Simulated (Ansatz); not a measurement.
Crystal: TiSi2.

```
Ti Si
1.0
     0.00000    4.11752    4.26290
     2.38951    0.00000    4.26290
     2.38951    4.11752    0.00000
Ti Si
2 4
Direct
  0.75000 0.75000 0.75000
  0.50000 0.50000 0.50000
  0.41257 0.08743 0.41257
  0.08743 0.41257 0.08743
  0.16257 0.83743 0.16257
  0.83743 0.16257 0.83743
```

The cell is a database's computed one.

Base run:

```yaml
Program: Ansatz 0.2.0
Functional: r2SCAN
Potentials_or_basis: Ansatz PAW
Cutoff: "500 eV (not typed: the program's choice for these potentials)"
k_mesh: 7 × 7 × 7
Occupations: fermi-dirac, width 0.05 eV
Spin: no spin polarisation
```

Its results: band gap on the k mesh none (metal or under the smearing width); pressure -0.2 GPa; largest force 0.016 eV/Å.

Question: The run is repeated on the same cell with these changes: functional from r2SCAN to RPBE; cutoff from 500 eV (not typed: the program's choice for these potentials) to 420 eV (not typed: the program's choice for these potentials). What comes out?

Answer: Band gap on the k mesh none (metal or under the smearing width); pressure 4.7 GPa; largest force 0.007 eV/Å.

Caveats: the PAW data sets come from PBE, with cores solved anew for the run's functional, which leaves a small shift of forces and pressure; the density of states is complete only up to the lowest level of the last band computed.
